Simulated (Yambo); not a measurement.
# GaP (F-43m) in Yambo: notebook, part 2 of 2

Yambo 5.3.0.

## Step 4: G0W0 quasiparticle levels, PBE

g0w09.in reads:

```
gw0
dyson
el_el_corr
rim_cut
HF_and_locXC
ppa
em1d
RandQpts= 1000000
RandGvec= 50 RL
EXXRLvcs= 80 Ry
VXCRLvcs= 80 Ry
Chimod= "HARTREE"
% BndsRnXp
 1 | 129 |
%
NGsBlkXp= 8 Ry
% LongDrXp
 1 | 1 | 1 |
%
PPAPntXp= 27.21138 eV
% GbndRnge
 1 | 129 |
%
GTermKind= "none"
DysSolver= "n"
OnMassShell
ExtendOut
% QPkrange
 1 | 1 | 7 | 10 |
 7 | 7 | 7 | 10 |
%
```

scf.in reads:

```
&CONTROL
  calculation = 'scf'
  prefix = 'pwscf'
  outdir = './tmp'
  pseudo_dir = './pseudo'
/
&SYSTEM
  ibrav = 0
  nat = 2
  ntyp = 2
  ecutwfc = 80
  nbnd = 15
  occupations = 'smearing'
  smearing = 'fd'
  degauss = 0.00367493
  force_symmorphic = .true.
/
&ELECTRONS
  conv_thr = 4d-10
  electron_maxstep = 120
  mixing_beta = 0.5
/
ATOMIC_SPECIES
Ga    69.7230 Ga.upf
P     30.9738 P.upf
CELL_PARAMETERS angstrom
   0.0000000000    2.7252500000    2.7252500000
   2.7252500000    0.0000000000    2.7252500000
   2.7252500000    2.7252500000    0.0000000000
ATOMIC_POSITIONS crystal
Ga     0.0000000000    0.0000000000    0.0000000000
P      0.7500000000    0.7500000000    0.7500000000
K_POINTS automatic
8 8 8 0 0 0
```

nscf.in reads:

```
&CONTROL
  calculation = 'nscf'
  prefix = 'pwscf'
  outdir = './tmp'
  pseudo_dir = './pseudo'
/
&SYSTEM
  ibrav = 0
  nat = 2
  ntyp = 2
  ecutwfc = 80
  nbnd = 129
  occupations = 'fixed'
  force_symmorphic = .true.
/
&ELECTRONS
  conv_thr = 1d-08
  diago_full_acc = .true.
  diago_thr_init = 1d-06
/
ATOMIC_SPECIES
Ga    69.7230 Ga.upf
P     30.9738 P.upf
CELL_PARAMETERS angstrom
   0.0000000000    2.7252500000    2.7252500000
   2.7252500000    0.0000000000    2.7252500000
   2.7252500000    2.7252500000    0.0000000000
ATOMIC_POSITIONS crystal
Ga     0.0000000000    0.0000000000    0.0000000000
P      0.7500000000    0.7500000000    0.7500000000
K_POINTS automatic
4 4 4 0 0 0
```

Potentials or basis: PseudoDojo 0.4.1 SR PBE standard.

Run with:

```bash
OMP_NUM_THREADS=1 pw.x -in scf.in > scf.out
OMP_NUM_THREADS=1 pw.x -in nscf.in > nscf.out
cd tmp/pwscf.save; p2y; mv SAVE ../..; cd ../..
OMP_NUM_THREADS=1 yambo
mkdir -p g0w09; ln -s $PWD/g0w00/ndb.pp* g0w09/
mkdir -p g0w09; ln -s $PWD/g0w00/ndb.RIM g0w09/
OMP_NUM_THREADS=1 yambo -F g0w09.in -J g0w09 -C g0w09_out
```

Yambo's report:

```text
[... sections 02.01 to 02.04 as in the set-up run ...]

  [02.05] Energies & Occupations
  ==============================

  [X] === General ===
  [X] Electronic Temperature                        :  0.000000  0.000000 [eV K]
  [X] Bosonic    Temperature                        :  0.000000  0.000000 [eV K]
  [X] Finite Temperature mode                       : no
  [X] El. density                                   :  0.44466E+24 [cm-3]
  [X] Fermi Level                                   :  7.613019 [eV]

  [X] === Gaps and Widths ===
  [X] Conduction Band Min                           :  1.656416 [eV]
  [X] Valence Band Max                              :  0.000000 [eV]
  [X] Filled Bands                                  :   9
  [X] Empty Bands                                   :   10  129
  [X] Direct Gap                                    :  1.818271 [eV]
  [X] Direct Gap localized at k                     :  1
[... 185 lines left out ...]
   wavefunctions                                    : Perdew, Burke & Ernzerhof(X)+Perdew, Burke & Ernzerhof(C)
   QP tot states                                    :   8
   GW solver                                        : Newton
   GW approximation                                 : PPA
   PPA imaginary Energy                             :  27.21138 ev
   RIM G`s                                          :   51
   RIM random pts                                   :  1000000
   dS/dw steps                                      :  2
   dS/dw step                                       :  0.100000 ev
   X G`s                                            :  137 used
   X G`s                                            :  137 disk
   X bands                                          :    1  129
   X poles                                          :  100.0000 o/o
   X e/h E range                                    : -1.000000 -1.000000 ev
   X Hxc Kernel                                     : HARTREE
   X BZ energy Double Grid                          : no
   X Optical Averaged directions                    : none
   Sc/G bands                                       :    1  129
   Sc/G damping                                     :  0.100000 ev
   Sc bands terminator                              : no
   Sx RL components                                 :   3383

   QP @ state[ 1 ] K range                          :  1  1
   QP @ state[ 1 ] b range                          :   7  10
   QP @ state[ 2 ] K range                          :   7   7
   QP @ state[ 2 ] b range                          :   7  10
   GF energies kind                                 : Perdew, Burke & Ernzerhof(X)+Perdew, Burke & Ernzerhof(C)
   GF WF`s kind                                     : Perdew, Burke & Ernzerhof(X)+Perdew, Burke & Ernzerhof(C)
   Xs energies kind                                 : Perdew, Burke & Ernzerhof(X)+Perdew, Burke & Ernzerhof(C)
   Xs WF`s kind                                     : Perdew, Burke & Ernzerhof(X)+Perdew, Burke & Ernzerhof(C)
```

What came out:

```yaml
Band_gap_on_the_k_mesh_mean-field_level: 1.66 eV, indirect (least direct gap 1.82 eV)
Quasiparticle_gap: 2.55 eV
Least_direct_quasiparticle_gap: 2.63 eV
Quasiparticle_gap_at_Γ: 2.63 eV
Band_gap_of_the_same_states_before_the_correction: 1.64 eV
```

Quasiparticle terms (eV):
```
                k point  band  Kohn-Sham level     Vxc      Σx     Σc     Z  result
  (0.000, 0.000, 0.000)     7             0.00  -12.78  -14.59   1.04  1.00   -0.77
  (0.000, 0.000, 0.000)     8             0.00  -12.78  -14.59   1.04  1.00   -0.77
  (0.000, 0.000, 0.000)     9             0.00  -12.78  -14.59   1.04  1.00   -0.77
  (0.000, 0.000, 0.000)    10             1.82  -12.37   -8.01  -4.32  1.00    1.85
(0.000, -0.500, -0.500)     7            -6.75  -11.91  -16.70   3.49  1.00   -8.05
(0.000, -0.500, -0.500)     8            -2.68  -11.43  -14.65   1.97  1.00   -3.92
(0.000, -0.500, -0.500)     9            -2.68  -11.43  -14.65   1.97  1.00   -3.92
(0.000, -0.500, -0.500)    10             1.66   -9.55   -5.59  -3.83  1.00    1.79
```

Caveat: the k mesh is coarse (spacing up to 0.50 Å⁻¹), so the values aren't converged; the potentials hold a filled d shell without the s and p states of that shell, which can shift GW gaps by tenths of an eV, either way; this version prints the column dSc/dw multiplied by 27.2; without the factor Z the correction comes out too large; the quasiparticle gap listed is the Kohn-Sham gap on the denser mesh of the self-consistent run plus the correction found on the GW mesh, so it differs from the gap in the log. A k mesh can miss the band edges.

## Step 5: Optical spectrum, PBE

optics10.in reads:

```
optics
chi
Chimod= "IP"
% BndsRnXd
 1 | 49 |
%
% LongDrXd
 0 | 1 | 0 |
%
% QpntsRXd
 1 | 1 |
%
% EnRngeXd
 0 | 20 | eV
%
% DmRngeXd
 0.1 | 0.1 | eV
%
ETStpsXd= 150
```

scf.in is that of step 4.

nscf.in is that of step 4.

Potentials or basis: PseudoDojo 0.4.1 SR PBE standard.

Run with:

```bash
OMP_NUM_THREADS=1 pw.x -in scf.in > scf.out
OMP_NUM_THREADS=1 pw.x -in nscf.in > nscf.out
cd tmp/pwscf.save; p2y; mv SAVE ../..; cd ../..
OMP_NUM_THREADS=1 yambo
OMP_NUM_THREADS=1 yambo -F optics10.in -J optics10 -C optics10_out
```

Yambo's report:

```text
[... sections 02.01 to 02.04 as in the set-up run ...]

  [02.05] Energies & Occupations
  ==============================

  [X] === General ===
  [X] Electronic Temperature                        :  0.000000  0.000000 [eV K]
  [X] Bosonic    Temperature                        :  0.000000  0.000000 [eV K]
  [X] Finite Temperature mode                       : no
  [X] El. density                                   :  0.44466E+24 [cm-3]
  [X] Fermi Level                                   :  7.613019 [eV]

  [X] === Gaps and Widths ===
  [X] Conduction Band Min                           :  1.656416 [eV]
  [X] Valence Band Max                              :  0.000000 [eV]
  [X] Filled Bands                                  :   9
  [X] Empty Bands                                   :   10  129
  [X] Direct Gap                                    :  1.818271 [eV]
  [X] Direct Gap localized at k                     :  1
  [X] Indirect Gap                                  :  1.656416 [eV]
  [X] Indirect Gap between kpts                     :   1   7
  [X] Last valence band width                       :  3.417241 [eV]
  [X] 1st conduction band width                     :  3.047778 [eV]

 [03] Transferred momenta grid and indexing
 ==========================================

 IBZ Q-points                                      :   8
 BZ  Q-points                                      :   64

 K/Q-points units:
 rlu = crystal or reduced units; cc = cartesian coordinates; iku = interal k-units

 Q [1]          [rlu]:  0.000000  0.000000  0.000000
 Q [2]          [rlu]: -0.25926E-17 -0.25926E-17  0.25000
 Q [3]          [rlu]:  0.51853E-17  0.51853E-17 -0.50000
 Q [4]          [rlu]:  0.17252E-17  0.25000      0.25000
 Q [5]          [rlu]:  0.64517E-16  0.25000      0.50000
 Q [6]          [rlu]:  0.51853E-17  0.25000     -0.25000
 Q [7]          [rlu]: -0.34504E-17 -0.50000     -0.50000
 Q [8]          [rlu]:  0.250000 -0.500000 -0.250000

 [WARNING] [Xd] User bands 1-49 break level degeneracy

 [04] Dipoles
 ============

  [04.01] Setup: observables and procedures
  =========================================

  [WF-Oscillators/G space/Transverse up loader] Normalization (few states)  min/max  :  0.22033E-16   1.0000

  [WR./optics10//ndb.dipoles]-----------------------------------------------------
   Brillouin Zone Q/K grids (IBZ/BZ)                :    8   64    8   64
   RL vectors                                       :   4015 [WF]
   Fragmentation                                    : yes
   Electronic Temperature                           :  0.000000 [K]
   Bosonic    Temperature                           :  0.000000 [K]
   DIP band range                                   :    1   49
   DIP band range limits                            :   9  10
   DIP e/h energy range                             : -1.000000 -1.000000 [eV]
   RL vectors in the sum                            :   4015
   [r,Vnl] included                                 : yes
   Bands ordered                                    : yes
   Direct v evaluation                              : no
   Approach used                                    : G-space v
   Dipoles computed                                 : R V P [G-space]
   Wavefunctions                                    : Perdew, Burke & Ernzerhof(X)+Perdew, Burke & Ernzerhof(C)

  [WARNING] [r,Vnl^pseudo] included in position and velocity dipoles.

  [WARNING] In case H contains other non local terms, these are neglected

 [05] Optics
 ===========

 [X-CG] R(p) Tot o/o(of R):   1907  23040    100
```

o-optics10.eps_q1_ip:

```text
# Absorption @ Q(1):   0.00000000      1.00000000      0.00000000    [q->0 direction]
#
# [ X ] Hartree size                              :  1
# [GEN] GF Energies                               : Perdew, Burke & Ernzerhof(X)+Perdew, Burke & Ernzerhof(C)
# [GEN] Green`s Function                          : T-ordered
#
# [GEN] Gauge                                     : Length
# [GEN] [r,Vnl] included                          : yes
#
#    E[1] [eV]          Im(eps)            Re(eps)
#
        0.000000           0.579302           19.44913
        0.134228           0.583881           19.48659
        0.268456           0.597971           19.60042
        0.402685           0.622699           19.79511
        0.536913           0.660207           20.07886
        0.671141           0.714174           20.46473
[... 142 lines left out ...]
        19.86577           0.171241           0.298634
        20.00000           0.172924           0.386997
#
```

Wall time 51 s (1 thread of Arm Neoverse V2, shared host); peak memory 0.24 GiB.

Results:

| Property | Result |
| --- | --- |
| Band gap on the k mesh, mean-field level | 1.66 eV, indirect (least direct gap 1.82 eV) |
| Electronic dielectric constant along the field | 19.45 |

Dielectric function (along the field direction of the input):
```csv
energy (eV),real part,imaginary part
0.27,19.60,0.60
0.94,21.63,0.90
1.61,31.52,5.56
2.28,28.30,4.99
2.95,-28.70,32.51
3.62,19.15,7.69
4.30,39.70,42.96
4.97,-14.72,6.08
5.64,-13.78,8.94
6.31,-9.87,1.60
6.98,-4.24,3.16
7.65,-2.82,0.78
8.32,-3.10,4.24
8.99,0.19,2.83
9.66,-4.35,5.61
10.47,-3.76,1.02
11.14,-2.14,0.83
11.81,-1.63,0.30
12.48,-1.07,0.67
13.15,-1.04,0.33
13.83,-1.32,0.81
14.50,-0.66,0.22
15.17,-0.46,0.19
15.84,-0.12,0.10
16.51,0.00,0.37
17.18,-0.16,0.24
17.85,0.03,0.25
18.52,0.15,0.15
19.19,0.55,0.57
20.00,0.39,0.17
```

Caveat: the k mesh is coarse (spacing up to 0.50 Å⁻¹), so the values aren't converged; spectra need much finer meshes, so this one isn't converged; independent-particle spectra lack excitons. A k mesh can miss the band edges.
